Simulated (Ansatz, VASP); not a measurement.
LiF in VASP and in Ansatz

```
Li F
1.0
     2.47042    0.00000    0.00000
    -1.23521    2.13944    0.00000
     0.00000    0.00000    2.40512
Li F
1 1
Cartesian
  0.0000 1.4263 1.2026
  1.2352 0.7131 0.0000
```

Alike in both runs: task relaxation of cell and atoms; functional PBE; k mesh 9 × 9 × 8; occupations gaussian, width 0.1 eV; no spin polarisation.

|  | VASP | Ansatz |
| --- | --- | --- |
| version | VASP 6.6.1 | Ansatz 0.2.0 |
| potentials or method | VASP PAW PBE potentials, release 64 (Li_sv, F) | scalar-relativistic, plane waves, PAW |
| plane-wave cutoff (eV) | 600 | 420 |
| valence electrons in the cell | 10 | 10 |

```tsv
	VASP	Ansatz	Ansatz less VASP
gap on the k mesh at the Fermi level, each at its own relaxed structure (eV)	7.86	7.78	-0.074
relaxed volume (Å³/atom)	8.66	8.72	+0.064
relaxed cell length with the largest relative difference (Å)	2.791	2.800	+0.0092
energy change over the relaxation (meV/atom)	-225	-233	-7.9
```

Caveats: the cutoff is under 1.25 times the usual one of these potentials, so pressure, stress and relaxed cells hold a basis-set (Pulay) error (VASP); the volume moved by over 15 % at a fixed basis, so the end points are rough (VASP); an odd mesh through Γ misses points on the zone boundary, where band edges often lie. PBE gaps usually lie below the measured ones, often by a third to a half.
